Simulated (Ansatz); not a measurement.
# Electron scattering at the Σ3 (112) boundary in bcc W with Ru (substitutional)

How much does the Σ3 (112) boundary in bcc W with Ru (substitutional) reflect electrons?

Main program and level: Ansatz 0.2.0; Ansatz plane-wave DFT, PBE, PAW files; relaxation of a bicrystal slab with its lowest layers held; PAW set soft_1, in the first sound run; inputs show where later runs differ.

### 1. Set-up

The cell holds 15 atoms: 14 W and 1 Ru. Cell: a = 2.741 Å, b = 4.476 Å, c = 29.088 Å, α = 90.0°, β = 90.0°, γ = 90.0°. It derives from W. built on the (1 1 2) plane; 1 overlapping atoms removed and the grains opened by 0 Å. Vacuum lies along c.

### 2. Relaxing the bicrystal

The boundary is built by mirroring the lower grain in the boundary plane and removing any atoms that overlap; then the Ru is put in at the boundary. A thin bicrystal slab is relaxed first, with the lowest layers held and the upper grain free to shift and open.

input.yaml reads:

```yaml
crystal:
  lattice:
    - [2.7407971979, 0.0, 0.0]
    - [0.0, 4.4757030822, 0.0]
    - [0.0, 0.0, 29.0883386558]
  atoms:
    - { symbol: W, position: [0.9999999999, 0.0, 0.171890188] }
    - { symbol: W, position: [0.3333333333, 0.5, 0.2163074442] }
    - { symbol: W, position: [0.6666666666, 0.0, 0.2607247003] }
    - { symbol: W, position: [1.0, 0.5, 0.3051419565] }
    - { symbol: W, position: [0.3333333333, 0.0, 0.3495592127] }
    - { symbol: W, position: [0.6666666667, 0.5, 0.3939764689] }
    - { symbol: Ru, position: [0.0, 0.0, 0.438393725] }
    - { symbol: W, position: [0.6666666667, 0.5, 0.4828109812] }
    - { symbol: W, position: [0.3333333333, 0.0, 0.5272282374] }
    - { symbol: W, position: [1.0, 0.5, 0.5716454935] }
    - { symbol: W, position: [0.6666666666, 0.0, 0.6160627497] }
    - { symbol: W, position: [0.3333333333, 0.5, 0.6604800059] }
    - { symbol: W, position: [0.9999999999, 0.0, 0.7048972621] }
    - { symbol: W, position: [0.6666666666, 0.5, 0.7493145182] }
    - { symbol: W, position: [0.3333333332, 0.0, 0.7937317744] }
kpoints:
  mp_grid: { grid: [9, 5, 1] }
hamiltonian:
  xc: pbe
  pseudopotentials: { kind: paw, azcp: { folder: soft_1 } }
scf:
  occupations: { method: fermi_dirac, width: 0.1 }
relax:
  f_tol: 0.03
  max_steps: 80
  constraints: [{ sites: [0, 1, 2] }]
```

The run is started by

```sh
$ ansatz run input.yaml --threads 4 --pin off --max-ram 15360MiB --backend cpu --events-out ev --progress --plain --runs-dir out
```

Numbers of over 12 decimals in the logs are rounded to 6 here.

Output:

```text
Engine: ansatz 0.2.0, x86_64-unknown-linux-gnu
Pseudopotentials: kind: paw
Pseudopotential: W, paw, valence charge 14, recommended cutoff 420 eV (normal), soft_1/W.paw.azcp
Pseudopotential: Ru, paw, valence charge 16, recommended cutoff 420 eV (normal), soft_1/Ru.paw.azcp
Functional definition: PBE
  parameter kappa = 0.804
  parameter beta = 0.066725
  exchange = pbe_x(kappa = kappa, mu = beta*pi^2/3)
  correlation = pbe_c(beta = beta)
Crystal: 15 atoms, lattice volume = 356.826 Å³
Basis set: ecut = 420 eV, 7043 PW (Γ), exchange–correlation on 40×60×400 points (8 copies of the dense FFT grid, shifted against one another)
Bands: 128, of which v1, the nominal top of the filled ones, is band 106 counted from 1 (105 counted from 0)
Symmetry: 2 space group operations
Space group: Pm (ITA 6), of the structure as read, at distance tolerance 7.1e-5 Å
k-points: 15 of 45 (time reversal used)
Non-local potential: W, projectors of the file, l = 0: 3, l = 1: 2, l = 2: 2, l = 3: 1
Non-local potential: Ru, projectors of the file, l = 0: 3, l = 1: 2, l = 2: 2, l = 3: 1
PAW form: soft (Blöchl's): semilocal exchange-correlation on the pseudo side does not see the compensation charge
PAW one-centre angular grid: W, 590 points (default); XC on 64 Gauss nodes
PAW one-centre angular grid: Ru, 590 points (default); XC on 64 Gauss nodes
Initial density: superposition of atomic densities (neutral atoms: chi_scale 0, normalization atom)
Initial wavefunctions: pseudopotential atomic-orbital guess
Functional: x = pbe(κ = 0.804, μ = 0.219515), c = pbe(β = 0.066725)
SCF iter   1: F=—  HF=-151282.549420 eV  |F-HF|=—  |Δ(HF+E_count)|=         —  Δρ=7.49e-2  dr2=9.65e1  ethr=3.10e-3  ⟨swp⟩=7.9  Hψ=8548  notcnv=0
preconditioner: auto → LDOS  [metal: Δε(μ)=0.061 eV  Ē_g=5.152 eV  σ=0.100 eV  W_gap=0.15  n_scr=78 (ndim 8)  ℏωp=18.9 eV  f_vac=0.275  D(μ)=9.49/eV (n_scr^D=50)  β→1.0]
SCF iter   2: F=—  HF=-151278.655814 eV  |F-HF|=—  |Δ(HF+E_count)|=    3.89e0  Δρ=4.77e-2  dr2=6.26e1  ethr=3.10e-3  ⟨swp⟩=4.2  Hψ=5364  notcnv=0  defer=1
SCF iter   3: F=—  HF=-151275.460212 eV  |F-HF|=—  |Δ(HF+E_count)|=    3.20e0  Δρ=8.94e-3  dr2=1.73e0  ethr=3.10e-3  ⟨swp⟩=3.8  Hψ=4269  notcnv=0  defer=7
SCF iter   4: F=—  HF=-151275.310655 eV  |F-HF|=—  |Δ(HF+E_count)|=   1.50e-1  Δρ=2.54e-3  dr2=4.60e-2  ethr=8.15e-4  ⟨swp⟩=2.1  Hψ=2950  notcnv=0  defer=8
SCF iter   5: F=—  HF=-151275.306890 eV  |F-HF|=—  |Δ(HF+E_count)|=   3.77e-3  Δρ=1.29e-3  dr2=2.12e-2  ethr=2.17e-5  ⟨swp⟩=3.2  Hψ=3529  notcnv=0  defer=8
SCF iter   6: F=—  HF=-151275.303744 eV  |F-HF|=—  |Δ(HF+E_count)|=   3.15e-3  Δρ=4.15e-4  dr2=1.56e-3  ethr=9.98e-6  ⟨swp⟩=2.2  Hψ=2734  notcnv=0  defer=8
SCF iter   7: F=—  HF=-151275.303898 eV  |F-HF|=—  |Δ(HF+E_count)|=   1.53e-4  Δρ=2.05e-4  dr2=4.37e-4  ethr=7.36e-7  ⟨swp⟩=2.7  Hψ=2928  notcnv=0  defer=8
SCF iter   8: F=—  HF=-151275.303897 eV  |F-HF|=—  |Δ(HF+E_count)|=   4.10e-7  Δρ=7.28e-5  dr2=4.48e-5  ethr=2.06e-7  ⟨swp⟩=2.3  Hψ=2737  notcnv=0  defer=8
SCF iter   9: F=-151275.303902 eV  HF=-151275.303902 eV  |F-HF|=4.42e-7  |Δ(HF+E_count)|=   4.98e-6  Δρ=2.42e-5  dr2=4.35e-6  ethr=1.06e-8  ⟨swp⟩=5.2  Hψ=6391  notcnv=0
SCF 1 converged in 9 iterations: F = -151275.303902 eV  dr2 = 4.35e-6
  greatest PAW one-centre occupation: 1.000 electrons in one spin orbital (limit 2), on the Ru atom at site 6 (counted from 0), in its partial waves of l = 0
relax step   1: F+E_penalty+E_count = -151275.30390185 eV  Δ(F+E_penalty+E_count) = +0.000e0 eV  max|allowed force component| = 1.732e0 eV/Å  Δτ_max = 0.0000 Å  (9 SCF iters, dr2 threshold 2.25e-5 eV, accepted)
Initial density: handed on by an earlier stage of this run
Initial wavefunctions: those handed on with the density
iter 1 solved again at ethr=1.49e-3 eV; its pass at ethr=3.10e-3 eV (dr2=3.16e0 eV) is discarded
SCF iter   1: F=—  HF=-151275.570730 eV  |F-HF|=—  |Δ(HF+E_count)|=         —  Δρ=1.21e-2  dr2=3.41e0  ethr=1.49e-3  ⟨swp⟩=1.1  Hψ=6711  notcnv=0  defer=3
preconditioner: auto → LDOS  [metal: Δε(μ)=0.013 eV  Ē_g=4.815 eV  σ=0.100 eV  W_gap=0.03  n_scr=78 (ndim 8)  ℏωp=18.9 eV  f_vac=0.284  D(μ)=8.97/eV (n_scr^D=48)  β→1.0]
SCF iter   2: F=—  HF=-151275.532183 eV  |F-HF|=—  |Δ(HF+E_count)|=   3.85e-2  Δρ=6.28e-3  dr2=6.36e-1  ethr=1.49e-3  ⟨swp⟩=3.7  Hψ=3706  notcnv=0  defer=3
SCF iter   3: F=—  HF=-151275.451630 eV  |F-HF|=—  |Δ(HF+E_count)|=   8.06e-2  Δρ=2.23e-3  dr2=7.00e-2  ethr=3.00e-4  ⟨swp⟩=2.9  Hψ=3742  notcnv=0  defer=4
SCF iter   4: F=—  HF=-151275.439673 eV  |F-HF|=—  |Δ(HF+E_count)|=   1.20e-2  Δρ=3.61e-4  dr2=1.54e-3  ethr=3.30e-5  ⟨swp⟩=3.0  Hψ=3170  notcnv=0  defer=4
SCF iter   5: F=—  HF=-151275.439793 eV  |F-HF|=—  |Δ(HF+E_count)|=   1.20e-4  Δρ=1.25e-4  dr2=1.00e-4  ethr=7.26e-7  ⟨swp⟩=2.9  Hψ=3348  notcnv=0  defer=4
SCF iter   6: F=-151275.439855 eV  HF=-151275.439856 eV  |F-HF|=1.10e-6  |Δ(HF+E_count)|=   6.32e-5  Δρ=4.68e-5  dr2=1.46e-5  ethr=4.72e-8  ⟨swp⟩=2.9  Hψ=7227  notcnv=0
SCF 2 converged in 6 iterations: F = -151275.439855 eV  dr2 = 1.46e-5
relax step   2: F+E_penalty+E_count = -151275.43985506 eV  Δ(F+E_penalty+E_count) = -1.360e-1 eV  max|allowed force component| = 1.771e0 eV/Å  Δτ_max = 0.1949 Å  (6 SCF iters, dr2 threshold 1.00e-4 eV, accepted)
iter 1 solved again at ethr=1.82e-4 eV; its pass at ethr=3.10e-3 eV (dr2=3.85e-1 eV) is discarded
SCF iter   1: F=—  HF=-151275.630257 eV  |F-HF|=—  |Δ(HF+E_count)|=         —  Δρ=9.92e-3  dr2=3.98e-1  ethr=1.82e-4  ⟨swp⟩=1.7  Hψ=6724  notcnv=0  defer=4
preconditioner: auto → LDOS  [metal: Δε(μ)=0.012 eV  Ē_g=4.771 eV  σ=0.100 eV  W_gap=0.03  n_scr=78 (ndim 8)  ℏωp=18.9 eV  f_vac=0.278  D(μ)=9.23/eV (n_scr^D=50)  β→1.0]
SCF iter   2: F=—  HF=-151275.621683 eV  |F-HF|=—  |Δ(HF+E_count)|=   8.57e-3  Δρ=4.60e-3  dr2=2.83e-1  ethr=1.82e-4  ⟨swp⟩=3.1  Hψ=3688  notcnv=0  defer=4
SCF iter   3: F=—  HF=-151275.587760 eV  |F-HF|=—  |Δ(HF+E_count)|=   3.39e-2  Δρ=1.55e-3  dr2=2.98e-2  ethr=1.34e-4  ⟨swp⟩=2.7  Hψ=3162  notcnv=0  defer=4
SCF iter   4: F=—  HF=-151275.583031 eV  |F-HF|=—  |Δ(HF+E_count)|=   4.73e-3  Δρ=3.43e-4  dr2=7.29e-4  ethr=1.41e-5  ⟨swp⟩=3.0  Hψ=3166  notcnv=0  defer=4
SCF iter   5: F=—  HF=-151275.582915 eV  |F-HF|=—  |Δ(HF+E_count)|=   1.16e-4  Δρ=9.02e-5  dr2=6.02e-5  ethr=3.44e-7  ⟨swp⟩=2.9  Hψ=3786  notcnv=0  defer=4
SCF iter   6: F=-151275.582922 eV  HF=-151275.582925 eV  |F-HF|=3.32e-6  |Δ(HF+E_count)|=   1.03e-5  Δρ=3.74e-5  dr2=1.12e-5  ethr=2.84e-8  ⟨swp⟩=5.0  Hψ=5955  notcnv=0
SCF 3 converged in 6 iterations: F = -151275.582922 eV  dr2 = 1.12e-5
relax step   3: F+E_penalty+E_count = -151275.58292181 eV  Δ(F+E_penalty+E_count) = -1.431e-1 eV  max|allowed force component| = 2.552e-1 eV/Å  Δτ_max = 0.1522 Å  (6 SCF iters, dr2 threshold 1.00e-4 eV, accepted)
[... from here on, the SCF cycles and remarks between the steps are left out ...]
relax step   4: F+E_penalty+E_count = -151275.58926505 eV  Δ(F+E_penalty+E_count) = -6.343e-3 eV  max|allowed force component| = 5.361e-2 eV/Å  Δτ_max = 0.0259 Å  (5 SCF iters, dr2 threshold 4.07e-6 eV, accepted)
relax step   5: F+E_penalty+E_count = -151275.59004195 eV  Δ(F+E_penalty+E_count) = -7.769e-4 eV  max|allowed force component| = 2.198e-2 eV/Å  Δτ_max = 0.0131 Å  (5 SCF iters, accepted)
relax step   6: F+E_penalty+E_count = -151275.59044996 eV  Δ(F+E_penalty+E_count) = -4.080e-4 eV  max|allowed force component| = 2.933e-2 eV/Å  Δτ_max = 0.0132 Å  (6 SCF iters, accepted)
relax step   7: F+E_penalty+E_count = -151275.60022219 eV  Δ(F+E_penalty+E_count) = -9.772e-3 eV  max|allowed force component| = 1.932e-1 eV/Å  Δτ_max = 0.1975 Å  (8 SCF iters, accepted)
relax step   8: F+E_penalty+E_count = -151275.61553461 eV  Δ(F+E_penalty+E_count) = -1.531e-2 eV  max|allowed force component| = 2.709e-1 eV/Å  Δτ_max = 0.1984 Å  (6 SCF iters, dr2 threshold 3.73e-5 eV, accepted)
relax step   9: F+E_penalty+E_count = -151275.62692305 eV  Δ(F+E_penalty+E_count) = -1.139e-2 eV  max|allowed force component| = 3.445e-1 eV/Å  Δτ_max = 0.1987 Å  (6 SCF iters, dr2 threshold 7.34e-5 eV, accepted)
relax step  10: F+E_penalty+E_count = -151275.63841765 eV  Δ(F+E_penalty+E_count) = -1.149e-2 eV  max|allowed force component| = 2.186e-1 eV/Å  Δτ_max = 0.0861 Å  (5 SCF iters, dr2 threshold 1.00e-4 eV, accepted)
relax step  11: F+E_penalty+E_count = -151275.64016559 eV  Δ(F+E_penalty+E_count) = -1.748e-3 eV  max|allowed force component| = 1.260e-1 eV/Å  Δτ_max = 0.0390 Å  (5 SCF iters, dr2 threshold 1.92e-5 eV, accepted)
relax step  12: F+E_penalty+E_count = -151275.64242092 eV  Δ(F+E_penalty+E_count) = -2.255e-3 eV  max|allowed force component| = 2.364e-2 eV/Å  Δτ_max = 0.0237 Å  (5 SCF iters, dr2 threshold 5.27e-6 eV, accepted)
iter 1 solved again at ethr=3.14e-10 eV; its pass at ethr=3.10e-3 eV (dr2=6.66e-7 eV) is discarded
SCF iter   1: F=—  HF=-151275.642447 eV  |F-HF|=—  |Δ(HF+E_count)|=         —  Δρ=1.20e-5  dr2=6.70e-7  ethr=3.14e-10  ⟨swp⟩=2.4  Hψ=4670  notcnv=0  defer=2
preconditioner: auto → LDOS  [metal: Δε(μ)=0.022 eV  Ē_g=4.780 eV  σ=0.100 eV  W_gap=0.06  n_scr=78 (ndim 8)  ℏωp=18.9 eV  f_vac=0.279  D(μ)=9.25/eV (n_scr^D=50)  β→1.0]
SCF iter   2: F=—  HF=-151275.642421 eV  |F-HF|=—  |Δ(HF+E_count)|=   2.57e-5  Δρ=6.48e-6  dr2=4.21e-7  ethr=3.14e-10  ⟨swp⟩=3.2  Hψ=3741  notcnv=0  defer=2
SCF iter   3: F=—  HF=-151275.642421 eV  |F-HF|=—  |Δ(HF+E_count)|=   9.34e-9  Δρ=3.63e-6  dr2=1.37e-7  ethr=1.99e-10  ⟨swp⟩=2.7  Hψ=3640  notcnv=0  defer=2
SCF iter   4: F=-151275.642421 eV  HF=-151275.642421 eV  |F-HF|=1.39e-8  |Δ(HF+E_count)|=   1.40e-9  Δρ=1.59e-6  dr2=2.34e-8  ethr=4.72e-11  ⟨swp⟩=4.9  Hψ=5840  notcnv=0
SCF 13 converged in 4 iterations: F = -151275.642421 eV  dr2 = 2.34e-8
relax step  13: F+E_penalty+E_count = -151275.64242125 eV  Δ(F+E_penalty+E_count) = -3.221e-7 eV  max|allowed force component| = 2.354e-2 eV/Å  Δτ_max = 0.0000 Å  (4 SCF iters, accepted)
SCF converged after 4 iterations
Free energy (F): -151275.642421 eV
Harris-Foulkes:  -151275.642421 eV  (|F-HF|=1.39e-8)
Internal energy: -151275.331548 eV  (E = F + TS)
E sigma→0 (E₀):  -151275.486985 eV
Entropy (-TS):   -0.310873 eV (-20.725 meV/atom)
Fermi energy:    13.373625 eV
--- Per-component energies (eV) ---
  E_band       = -3128.291665
  E_kinetic    = 6347.205561
  E_local      = -188823.351740  (includes V_loc(G=0)·N_el)
  E_nonlocal   = 59.640337
  E_hartree    = 92644.337314
  E_xc         = -3907.556292
  E_vxc        = -3440.038871  (∫ρ·V_xc dr)
  E_paw        = -123590.827380  (= ΣΔE_a)
  E_vpaw       = -2560.419696  (= ΣTr[D̂ρ^β])
  E_aug_tail   = 0.002726  (compensation charges beyond the density's cutoff)
  E_ewald      = 65995.217927
  E_smearing   = -0.310873  (= −TS)
  E_closure    = 0.000000  (closes the sum)
  Σ components = -151275.642421   (vs F -151275.642421, Δ=0.00e0)
--- Forces (eV/Å), atoms counted from 1 ---
  atom   1  W     -0.29056704    -0.00000000     1.72287175
  atom   2  W     -0.10208682     0.00000000    -1.11335747
  atom   3  W      0.39881045     0.00000000    -0.60658052
  atom   4  W     -0.00713798    -0.00000000    -0.01352658
  atom   5  W      0.00633432    -0.00000000     0.02063634
  atom   6  W     -0.00564533     0.00000000     0.00271132
  atom   7  Ru     0.00498606     0.00000000    -0.01441676
  atom   8  W     -0.01253875    -0.00000000     0.00979485
  atom   9  W      0.00355025    -0.00000000    -0.02155051
  atom  10  W      0.00258441    -0.00000000     0.02353575
  atom  11  W      0.01385167     0.00000000    -0.00088859
  atom  12  W     -0.01039853    -0.00000000     0.00960885
  atom  13  W      0.01756719    -0.00000000    -0.01724524
  atom  14  W     -0.00462032    -0.00000000     0.00805544
  atom  15  W     -0.01471192     0.00000000    -0.00967580
  max |Σ_I F_I| component: 2.72e-5 eV/Å
--- Relaxed structure (13 steps of the walk, 13 accepted, 0 SCFs on fresh bases) ---
  F+E_penalty+E_count = -151275.64242125 eV   max|allowed force component| = 2.354e-2 eV/Å
  atoms:
    - { symbol: W, position: [1.000000, 0.0, 0.171890188] }
    - { symbol: W, position: [0.3333333333, 0.500000, 0.2163074442] }
    - { symbol: W, position: [0.6666666666, 0.0, 0.2607247003] }
    - { symbol: W, position: [0.995565, 0.500000, 0.305467] }
    - { symbol: W, position: [0.323383, -7.86023100794916e-19, 0.350649] }
    - { symbol: W, position: [0.653138, 0.500000, 0.394877] }
    - { symbol: Ru, position: [-0.033252, 6.52682997160437e-19, 0.437489] }
    - { symbol: W, position: [0.437927, 0.500000, 0.484295] }
    - { symbol: W, position: [0.099594, -7.68568286185351e-19, 0.528293] }
    - { symbol: W, position: [0.767515, 0.500000, 0.573323] }
    - { symbol: W, position: [0.443402, -1.1774868347723495e-18, 0.617695] }
    - { symbol: W, position: [0.112819, 0.500000, 0.663661] }
    - { symbol: W, position: [0.783950, -2.2546760175276182e-18, 0.708022] }
    - { symbol: W, position: [0.435371, 0.500000, 0.753546] }
    - { symbol: W, position: [0.082419, 1.2235126917094707e-18, 0.792036] }
```

The job ended after 2.5 min (4 threads of Intel Xeon Platinum 8259CL at 2.50GHz (Skylake/Cascade Lake), shared host; peak memory 1.4 GiB).

The steps of the relaxation:

```
step  energy less that of the first step (eV)  largest force component (eV/Å)
   1                                   0.0000                          1.7318
   2                                  -0.1360                          1.7712
   3                                  -0.2790                          0.2552
   4                                  -0.2854                          0.0536
   5                                  -0.2861                          0.0220
   6                                  -0.2865                          0.0293
   7                                  -0.2963                          0.1932
   8                                  -0.3116                          0.2709
   9                                  -0.3230                          0.3445
  10                                  -0.3345                          0.2186
  11                                  -0.3363                          0.1260
  12                                  -0.3385                          0.0236
  13                                  -0.3385                          0.0235
```

The run keeps the 2 symmetry operations that it works with, so distortions that break them were not tested.

The atoms that moved most (Å):

```
atom      dx     dy      dz  length
 W15  -0.688  0.000  -0.049   0.689
 W14  -0.634  0.000   0.123   0.646
  W9  -0.641  0.000   0.031   0.641
 W10  -0.637  0.000   0.049   0.639
  W8  -0.627  0.000   0.043   0.628
 W11  -0.612  0.000   0.047   0.614
 W12  -0.604  0.000   0.093   0.611
 W13  -0.592  0.000   0.091   0.599
```

This step gave:

```
free energy             : -151275.6424 eV
energy at zero smearing : -151275.4870 eV
Fermi energy            : 13.37 eV
```

The largest force component on a free atom ends at 0.024 eV/Å, under the tolerance of 0.03, after 13 steps.

(Continued in part 2 of 2.)

[Logs are printed without paths, hosts, clocks, repeated set-up lines and the standing remarks that a program may print on its own settings, such as how far it seeks lower states.]

[Hosts, paths, dates, database ids (printed as entryN), source tags and the programs' standing remarks are cut or masked in the printed files.]
